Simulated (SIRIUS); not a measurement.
## Ta and the effect of the pressure

The cell as given:

Space group Im-3m (No. 229). a = 3.303 Å, b = 3.303 Å, c = 3.303 Å, α = 90.00°, β = 90.00°, γ = 90.00°
```json
{"atom": "Ta", "site": "2a", "symmetry": "m-3m", "x": "0.0000", "y": "0.0000", "z": "0.0000"}
```

Kept alike: task relaxation of cell and atoms; functional PBE; k mesh 9 × 9 × 9; occupations fermi-dirac, width 0.05 eV; no spin polarisation. Program: SIRIUS, PseudoDojo 0.4.1 PBE standard (scalar relativistic), cutoff 807 eV. The mesh is that of the run's cell of 1 atom. No spin-orbit coupling.

```tsv
pressure, P (GPa)	volume (Å³/atom)
0	18.327
5	17.853
10	17.405
20	?
30	16.117
```

The relaxations keep at least the cell's symmetry (Im-3m). For a metal such a mesh leaves the last digits unconverged. The runs follow the start's structure, whether or not it is the stable one at these pressures. P is the pressure aimed at, which the runs meet within some hundredths to tenths of a GPa.

Task: Fit the rows shown and predict the run at 20 GPa.

Result: Murnaghan's form V = V0 (1 + B′P/B0)^(-1/B′) through the rows shown has V0 = 18.3311, B0 = 173.9 GPa and B′ = 4.34 (largest miss 0.0119); at P = 20 it gives 16.698 Å³/atom. The run gave: volume 16.698 Å³/atom.
